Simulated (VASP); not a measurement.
# I (Cmce) in VASP: further runs

One crystal, I, is run at these levels: PBE; tasks: relaxation of cell and atoms, single point.

All numbers are computed with VASP 6.6.1; they aren't measurements. Logs are shortened: lines on timing, memory, paths and dates and some standing lists are left out, and cuts for length are marked.

### Step 1. The crystal as given

It takes space group Cmce (No. 64, orthorhombic). Conventional cell: a = 7.270 Å, b = 4.790 Å, c = 9.793 Å, α = 90.00°, β = 90.00°, γ = 90.00°. I (site symmetry m) has 1 I at 2.68 Å as nearest neighbours.

### Step 2. Relaxation of cell and atoms, PBE

File INCAR:

```
SYSTEM = I
ALGO = Normal
EDIFF = 1E-6
EDIFFG = -0.01
ENCUT = 600
GGA = PE
IBRION = 2
ISIF = 3
ISMEAR = 0
LASPH = .TRUE.
LCHARG = .FALSE.
LREAL = .FALSE.
LWAVE = .FALSE.
NELM = 80
NSW = 90
PREC = Accurate
SIGMA = 0.03
```

File KPOINTS:

```
k-points
0
G
  8 8 4
  0 0 0
```

File POSCAR:

```
I
1.0
    3.6350350000     -2.3950200000      0.0000000000
    3.6350350000      2.3950200000      0.0000000000
    0.0000000000      0.0000000000      9.7934400000
I
4
Direct
    0.8507000000      0.1493000000      0.8844000000
    0.3507000000      0.6493000000      0.6156000000
    0.1493000000      0.8507000000      0.1156000000
    0.6493000000      0.3507000000      0.3844000000
```

Potentials or basis: VASP PAW PBE potentials, release 64 (I).

Launch:

```
> cat potpaw_PBE.64/I/POTCAR > POTCAR
> mpirun -np 1 vasp_std > vasp.out
```

OUTCAR:

```text
SYSTEM = I
   EDIFF = 1E-6
   EDIFFG = -0.01
   ENCUT = 600
   GGA = PE
   IBRION = 2
   ISIF = 3
   ISMEAR = 0
   LASPH = .TRUE.
   LREAL = .FALSE.
   NELM = 80
   NSW = 90
   PREC = Accurate

 ion  position               nearest neighbor table
   1  0.851  0.149  0.884-   3 2.68   2 3.56   2 3.56
   2  0.351  0.649  0.616-   4 2.68   1 3.56   1 3.56
   3  0.149  0.851  0.116-   1 2.68   4 3.56   4 3.56
   4  0.649  0.351  0.384-   2 2.68   3 3.56   3 3.56

  LATTYP: Found a base centered orthorhombic cell.
 ALAT       =     4.7900400000
 B/A-ratio  =     1.5177472422
 C/A-ratio  =     2.0445424255

  Lattice vectors:

 A1 = (  -3.6350350000,  -2.3950200000,   0.0000000000)
 A2 = (   3.6350350000,  -2.3950200000,   0.0000000000)
 A3 = (   0.0000000000,   0.0000000000,   9.7934400000)

Analysis of symmetry for initial positions (statically):
=====================================================================
 Subroutine PRICEL returns:
 Original cell was already a primitive cell.

 Routine SETGRP: Setting up the symmetry group for a
 base centered orthorhombic supercell.

 Subroutine GETGRP returns: Found  8 space group operations
 (whereof  4 operations were pure point group operations)
 out of a pool of  8 trial point group operations.

The static configuration has the point symmetry C_2h.
 The point group associated with its full space group is D_2h.

Analysis of symmetry for dynamics (positions and initial velocities):
=====================================================================
 Subroutine PRICEL returns:
 Original cell was already a primitive cell.

 Routine SETGRP: Setting up the symmetry group for a
 base centered orthorhombic supercell.

 Subroutine GETGRP returns: Found  8 space group operations
 (whereof  4 operations were pure point group operations)
 out of a pool of  8 trial point group operations.

The dynamic configuration has the point symmetry C_2h.
 The point group associated with its full space group is D_2h.

 Subroutine INISYM returns: Found  8 space group operations
 (whereof  4 operations are pure point group operations),
 and found     1 'primitive' translations

----------------------------------------------------------------------------------------

                                     Primitive cell

  volume of cell :     170.5230

  direct lattice vectors                    reciprocal lattice vectors
     3.635035000 -2.395020000  0.000000000     0.137550257 -0.208766524  0.000000000
     3.635035000  2.395020000  0.000000000     0.137550257  0.208766524  0.000000000
     0.000000000  0.000000000  9.793440000     0.000000000  0.000000000  0.102109167

  length of vectors
     4.353113857  4.353113857  9.793440000     0.250007070  0.250007070  0.102109167

  position of ions in fractional coordinates (direct lattice)
     0.850700000  0.149300000  0.884400000
     0.350700000  0.649300000  0.615600000
     0.149300000  0.850700000  0.115600000
     0.649300000  0.350700000  0.384400000

  ion indices of the primitive-cell ions
   primitive index   ion index
                 1           1
                 2           2
                 3           3
                 4           4

----------------------------------------------------------------------------------------

 KPOINTS: k-points

Automatic generation of k-mesh.
 Grid dimensions read from file:
 generate k-points for:    8    8    4

 Generating k-lattice:

  Cartesian coordinates                     Fractional coordinates (reciprocal lattice)
     0.017193782 -0.026095815  0.000000000     0.125000000  0.000000000  0.000000000
     0.017193782  0.026095815  0.000000000     0.000000000  0.125000000  0.000000000
     0.000000000  0.000000000  0.025527292     0.000000000  0.000000000  0.250000000

  Length of vectors
     0.031250884  0.031250884  0.025527292

  Shift w.r.t. Gamma in fractional coordinates (k-lattice)
     0.000000000  0.000000000  0.000000000

 Subroutine IBZKPT returns following result:
 ===========================================

 Found     63 irreducible k-points:

 Following reciprocal coordinates:
            Coordinates               Weight
  0.000000  0.000000  0.000000      1.000000
  0.125000  0.000000  0.000000      4.000000
  0.250000  0.000000  0.000000      4.000000
  0.375000  0.000000  0.000000      4.000000
  0.500000  0.000000  0.000000      2.000000
  0.125000  0.125000  0.000000      2.000000
[... 16 lines left out ...]
  0.125000  0.000000  0.250000      8.000000
  0.250000  0.000000  0.250000      8.000000
 [... further k-points ...]
   k-points           NKPTS =     63   k-points in BZ     NKDIM =     63   number of bands    NBANDS=     18
   number of dos      NEDOS =    301   number of ions     NIONS =      4
   total plane-waves  NPLWV = 103680
   dimension x,y,z NGX =    36 NGY =   36 NGZ =   80
   dimension x,y,z NGXF=    72 NGYF=   72 NGZF=  160
   ions per type =               4
   NGX,Y,Z   is equivalent  to a cutoff of  13.75, 13.75, 13.58 a.u.
   NGXF,Y,Z  is equivalent  to a cutoff of  27.50, 27.50, 27.16 a.u.
 SYSTEM =  I
   PREC   = accura    normal or accurate (medium, high low for compatibility)
   ISTART =      0    job   : 0-new  1-cont  2-samecut
   ICHARG =      2    charge: 1-file 2-atom 10-const
   ISPIN  =      1    spin polarized calculation?
   LNONCOLLINEAR =      F non collinear calculations
   LSORBIT =      F    spin-orbit coupling
   LASPH  =      T    aspherical Exc in radial PAW
   ENCUT  =  600.0 eV  44.10 Ry    6.64 a.u.   8.69  8.69 19.56*2*pi/ulx,y,z
   NELM   =     80;   NELMIN=  2; NELMDL= -5     # of ELM steps
   EDIFF  = 0.1E-05   stopping-criterion for ELM
   LREAL  =      F    real-space projection
   EDIFFG = -.1E-01   stopping-criterion for IOM
   NSW    =     90    number of steps for IOM
   IBRION =      2    ionic relax: 0-MD 1-quasi-New 2-CG
   NFREE  =      1    steps in history (QN), initial steepest desc. (CG)
   ISIF   =      3    stress and relaxation
   ISYM   =      2    0-nonsym 1-usesym 2-fastsym
   POTIM  = 0.5000    time-step for ionic-motion
   TEBEG  =    0.0;   TEEND  =   0.0 temperature during run
   PSTRESS=    0.0 pullay stress
   NELECT =      28.0000    total number of electrons
   NUPDOWN=      -1.0000    fix difference up-down
   EMIN   =  10.00;   EMAX   =-10.00  energy-range for DOS
   EFERMI =   0.00;   METHOD = LEGACY
   ISMEAR =     0;   SIGMA  =   0.03  broadening in eV -4-tet -1-fermi 0-gaus
   EFERMI_NEDOS =   21; number of points for ismear=-14 and -15
   IALGO  =     38    algorithm
   IMIX   =      4    mixing-type and parameters
     AMIX     =   0.40;   BMIX     =  1.00
     AMIX_MAG =   1.60;   BMIX_MAG =  1.00
  volume/ion in A,a.u.               =      42.63       287.69
  Fermi-wavevector in a.u.,A,eV,Ry     =   0.896465  1.694073 10.934307  0.803649
  Thomas-Fermi vector in A             =   2.018926
   LORBIT       =      0    0 simple, 1 ext, 2 COOP (PROOUT), +10 PAW based schemes
   GGA     = PE    functional components
   LHFCALC =     F    Hartree Fock is set to
   AEXX    =    0.0000 exact exchange contribution
   IVDW    =     0    specifies the selected vdW correction
   LEPSILON=     F    determine dielectric tensor
   LRPA    =     F    only Hartree local field effects (RPA)
 conjugate gradient relaxation of ions
 non-spin polarized calculation
 Gauss-broadening in eV      SIGMA  =   0.03
  energy-cutoff  :      600.00
  volume of cell :      170.52
 maximum number of plane-waves:      5729
   NGX = 17   NGY = 17   NGZ = 39

--------------------------------------- Ionic step        1  -------------------------------------------

 number of electron      28.0000000 magnetization

 Free energy of the ion-electron system (eV)
  ---------------------------------------------------
  ext. energy  EPLUGINS =         0.00000000
  ---------------------------------------------------
  free energy    TOTEN  =        -5.88876210 eV

  energy without entropy =       -5.88876210  energy(sigma->0) =       -5.88876210

------------------------ aborting loop because EDIFF is reached ----------------------------------------

  FORCE on cell =-STRESS in cart. coord.  units (eV):
  Direction    XX          YY          ZZ          XY          YZ          ZX
  --------------------------------------------------------------------------------------
  -------------------------------------------------------------------------------------
  Total        1.3244373      1.3892087      2.8539168      0.0000000     -0.0000000      0.0000000
  in kB       12.4439708     13.0525411     26.8144499      0.0000000     -0.0000000      0.0000000
  external PRESSURE =      17.4369873 kB  Pullay stress =       0.0000000 kB
[... 95 lines left out ...]
  FREE ENERGIE OF THE ION-ELECTRON SYSTEM (eV)
  ---------------------------------------------------
  free  energy   TOTEN  =        -5.9646138122 eV

  energy  without entropy=       -5.9646138122  energy(sigma->0) =       -5.96461381

[... ionic steps 4 to 13 ...]

--------------------------------------- Ionic step       14  -------------------------------------------

 number of electron      27.9999998 magnetization

------------------------ aborting loop because EDIFF is reached ----------------------------------------

  FORCE on cell =-STRESS in cart. coord.  units (eV):
  Direction    XX          YY          ZZ          XY          YZ          ZX
  --------------------------------------------------------------------------------------
  -------------------------------------------------------------------------------------
  Total        0.0124504      0.0351967      0.1529020      0.0000000      0.0000000      0.0000000
  in kB        0.0973134      0.2751012      1.1950991      0.0000000      0.0000000      0.0000000
  external PRESSURE =       0.5225046 kB  Pullay stress =       0.0000000 kB
[... 61 lines left out ...]
  energy  without entropy=       -6.0921340866  energy(sigma->0) =       -6.09213409

--------------------------------------- Ionic step       16  -------------------------------------------

 number of electron      27.9999999 magnetization

 Free energy of the ion-electron system (eV)
  ---------------------------------------------------
  ext. energy  EPLUGINS =         0.00000000
  ---------------------------------------------------
  free energy    TOTEN  =        -6.09226005 eV

  energy without entropy =       -6.09226005  energy(sigma->0) =       -6.09226005

 E-fermi :   1.2037     XC(G=0):  -7.1123

 val. band max:        1.0470182001   @ k =   0.0000   0.0000   0.0000
 cond. band min:       2.0953053404   @ k =   0.1250   0.0000   0.0000
 fundamental gap:      1.0482871403
 Fermi energy:         1.2036960473

 k-point     1 :       0.0000    0.0000    0.0000
  band No.  band energies     occupation
      1     -12.1673      2.00000
      2     -11.5193      2.00000
      3     -10.6340      2.00000
      4      -9.5123      2.00000
      5      -3.2050      2.00000
      6      -1.9639      2.00000
[... 10 lines left out ...]
     17       5.6810      0.00000
     18       6.2679      0.00000
[... 466 lines left out ...]
      2     -11.6165      2.00000
      3     -10.3571      2.00000
      4      -9.8268      2.00000
      5      -3.1721      2.00000
      6      -2.6711      2.00000
[... 10 lines left out ...]
     17       6.5504      0.00000
     18       6.9812      0.00000

 [... further k-points ...]
[... 5 lines left out ...]
  --------------------------------------------------------------------------------------
  -------------------------------------------------------------------------------------
  Total        0.0125940     -0.0229364      0.0158423      0.0000000     -0.0000000      0.0000000
  in kB        0.0983455     -0.1791092      0.1237114      0.0000000     -0.0000000      0.0000000
  external PRESSURE =       0.0143159 kB  Pullay stress =       0.0000000 kB
[... 19 lines left out ...]
  FREE ENERGIE OF THE ION-ELECTRON SYSTEM (eV)
  ---------------------------------------------------
  free  energy   TOTEN  =        -6.0922600545 eV

  energy  without entropy=       -6.0922600545  energy(sigma->0) =       -6.09226005

 reached required accuracy - stopping structural energy minimisation
```

Wall time 20 min (1 thread of Intel Xeon Platinum 8488C (Sapphire Rapids), shared host); peak memory 0.44 GiB.

What came out:

| Quantity | Value |
| --- | --- |
| Free energy | -6.0923 eV |
| Relaxed volume | 51.29 Å³/atom |
| Relaxed cell | a = 5.082 Å, b = 5.082 Å, c = 9.792 Å, α = 90.00°, β = 90.00°, γ = 54.21° |
| Space group after relaxing (to 0.05 Å) | Cmce (No. 64) |
| Energy gained by relaxing | 50.9 meV/atom |
| Ionic steps | 16 |
| Pressure after relaxing | 0.0 GPa |
| Largest force after relaxing | 0.009 eV/Å |
| Band gap on the k mesh | 1.05 eV, indirect (least direct gap 1.11 eV) |

Forces on the atoms (eV/Å):
```
I    0.000 -0.005  0.008
I    0.000 -0.005 -0.008
I    0.000  0.005 -0.008
I    0.000  0.005  0.008
```

Step by step:
```tsv
step	energy change (eV)	largest force (eV/Å)	pressure (GPa)	volume (Å³)
1	0.0000	0.8437	1.74	170.52
2	-0.0409	0.2823	-1.04	182.21
3	-0.0759	0.1372	-0.05	177.15
4	-0.1047	0.1176	-0.03	178.24
5	-0.1601	0.0610	0.20	181.27
6	-0.0979	0.3670	1.38	186.21
7	-0.1686	0.0889	0.42	182.63
8	-0.1747	0.1941	-0.28	189.20
9	-0.1761	0.1372	-0.08	187.14
10	-0.1873	0.1051	-0.09	191.06
11	-0.2015	0.0220	-0.06	200.72
12	-0.2030	0.0127	-0.04	204.36
13	-0.2031	0.0233	-0.03	205.55
14	-0.2034	0.0180	0.05	204.98
15	-0.2034	0.0181	0.04	205.05
16	-0.2035	0.0091	0.00	205.17
```

Final structure:
```
I
1.0
     4.52392   -2.31569    0.00000
     4.52392    2.31569    0.00000
     0.00000    0.00000    9.79247
I
4
Direct
  0.83997 0.16003 0.87801
  0.33997 0.66003 0.62199
  0.16003 0.83997 0.12199
  0.66003 0.33997 0.37801
```

Caveat: the volume moved by over 15 % at a fixed basis, so the end points are rough; spin-orbit coupling is left out, which moves the levels of the heavy elements; the volume moved by +20 % from the deposited cell, more than functionals usually miss. PBE usually gives volumes a little too large and moduli too small.

### Step 3. Relaxation of cell and atoms, PBE

This run uses another cell than the first one, of 51.29 Å³/atom, 1.203 times its volume.

Changes to INCAR since step 2:

```diff
@@ -2,4 +2,4 @@
 ALGO = Normal
-EDIFF = 1E-6
-EDIFFG = -0.01
+EDIFF = 1E-7
+EDIFFG = -0.005
 ENCUT = 600
```

KPOINTS is that of step 2.

File POSCAR:

```
I                                       
1.0
    4.5239151927     -2.3156931200     -0.0000000000
    4.5239151927      2.3156931200      0.0000000000
    0.0000000000      0.0000000000      9.7924746741
  I             
     4
Direct
     0.8399668282379883    0.1600331717620116    0.8780129703913329
     0.3399668282379883    0.6600331717620117    0.6219870296086671
     0.1600331717620116    0.8399668282379883    0.1219870296086671
     0.6600331717620117    0.3399668282379883    0.3780129703913328
```

Potentials or basis: VASP PAW PBE potentials, release 64 (I).

Launch:

```
> cat potpaw_PBE.64/I/POTCAR > POTCAR
> mpirun -np 1 vasp_std > vasp.out
```

It took 13 min on 1 thread of Intel Xeon Platinum 8488C (Sapphire Rapids), shared host; peak memory 0.54 GiB.

Results (log left out):

```yaml
Free_energy: -6.0934 eV
Relaxed_volume: 51.35 Å³/atom
Relaxed_cell: a = 5.084 Å, b = 5.084 Å, c = 9.815 Å, α = 90.00°, β = 90.00°, γ = 54.07°
Space_group_after_relaxing_to_0.05_Å: Cmce (No. 64)
Energy_gained_by_relaxing: 0.0 meV/atom
Ionic_steps: 9
Pressure_after_relaxing: 0.0 GPa
Largest_force_after_relaxing: 0.005 eV/Å
Band_gap_on_the_k_mesh: 1.04 eV, indirect (least direct gap 1.10 eV)
```

Forces in eV/Å, atoms in the order of the input:
```
I    0.000 -0.003 -0.004
I    0.000 -0.003  0.004
I    0.000  0.003  0.004
I    0.000  0.003 -0.004
```

Final structure:
```
I
1.0
     4.52839   -2.31099    0.00000
     4.52839    2.31099    0.00000
     0.00000    0.00000    9.81453
I
4
Cartesian
  4.5284 -1.5732 8.6189
  4.5284 0.7378 6.1029
  4.5284 1.5732 1.1956
  4.5284 -0.7378 3.7117
```

Levels at points of the mesh, in eV from the valence-band top:
```csv
k point,band 10,band 11,band 12,band 13,band 14,band 15,band 16,band 17,band 18
"(0.00, 0.00, 0.00)",-1.37,-1.29,-0.78,-0.59,0.00,1.10,1.87,4.63,5.23
"(0.50, 0.00, 0.00)",-1.76,-1.41,-1.41,-0.70,-0.70,2.15,2.15,5.50,5.50
"(0.50, 0.50, 0.00)",-1.56,-1.50,-1.32,-0.63,-0.13,1.08,1.81,5.20,6.29
"(0.00, 0.00, 0.50)",-1.62,-0.89,-0.89,-0.31,-0.31,1.29,1.29,5.08,5.08
"(0.50, 0.00, 0.50)",-1.80,-0.73,-0.73,-0.01,-0.01,1.40,1.40,5.84,5.84
"(0.50, 0.50, 0.50)",-1.67,-0.95,-0.95,-0.68,-0.68,1.27,1.27,6.14,6.14
```

Caveat: spin-orbit coupling is left out, which moves the levels of the heavy elements.

### Step 4. Single point, PBE

This run uses another cell than the first one, of 51.35 Å³/atom, 1.205 times its volume.

File INCAR:

```
  PREC = Accurate
  ENCUT = 450
  EDIFF = 1E-7
  ISMEAR = 0
  SIGMA = 0.03
  LREAL = False
  LASPH = True
  NELM = 80
  ALGO = Normal
  ISIF = 2
  LWAVE = False
  LCHARG = False
  GGA = PE
```

File KPOINTS:

```
regular mesh
0
Gamma
  8 8 4
```

File POSCAR:

```
I                                       
1.0
    4.5283936667     -2.3109935980     -0.0000000000
    4.5283936667      2.3109935980      0.0000000000
    0.0000000000     -0.0000000000      9.8145291548
  I             
     4
Direct
     0.8403670351008719    0.1596329648991283    0.8781811678183887
     0.3403670351008718    0.6596329648991281    0.6218188321816113
     0.1596329648991283    0.8403670351008719    0.1218188321816112
     0.6596329648991281    0.3403670351008718    0.3781811678183888
```

Launch:

```
> cat potpaw_PBE.64/I/POTCAR > POTCAR
> mpirun -np 1 vasp_std > vasp.out
```

Wall time 1.7 min (1 thread of Intel Xeon Platinum 8488C (Sapphire Rapids), shared host); peak memory 0.35 GiB.

The run converged. Its results:

```
Free energy            : -6.0934 eV
Pressure               : 0.0 GPa
Largest force          : 0.005 eV/Å
Band gap on the k mesh : 1.04 eV, indirect (least direct gap 1.10 eV)
```

Forces on the atoms (eV/Å):
```
I    0.000 -0.003 -0.004
I    0.000 -0.003  0.004
I    0.000  0.003  0.004
I    0.000  0.003 -0.004
```

Levels at points of the mesh, in eV from the valence-band top:
| k point | band 11 | band 12 | band 13 | band 14 | band 15 | band 16 | band 17 | band 18 |
| --- | --- | --- | --- | --- | --- | --- | --- | --- |
| (0.00, 0.00, 0.00) | -1.29 | -0.78 | -0.59 | 0.00 | 1.10 | 1.87 | 4.63 | 5.23 |
| (0.50, 0.00, 0.00) | -1.41 | -1.41 | -0.70 | -0.70 | 2.15 | 2.15 | 5.50 | 5.50 |
| (0.50, 0.50, 0.00) | -1.50 | -1.32 | -0.63 | -0.13 | 1.08 | 1.81 | 5.20 | 6.29 |
| (0.00, 0.00, 0.50) | -0.89 | -0.89 | -0.31 | -0.31 | 1.29 | 1.29 | 5.08 | 5.08 |
| (0.50, 0.00, 0.50) | -0.73 | -0.73 | -0.01 | -0.01 | 1.40 | 1.40 | 5.84 | 5.84 |
| (0.50, 0.50, 0.50) | -0.95 | -0.95 | -0.68 | -0.68 | 1.27 | 1.27 | 6.14 | 6.14 |

Caveat: spin-orbit coupling is left out, which moves the levels of the heavy elements. A k mesh can miss the band edges.
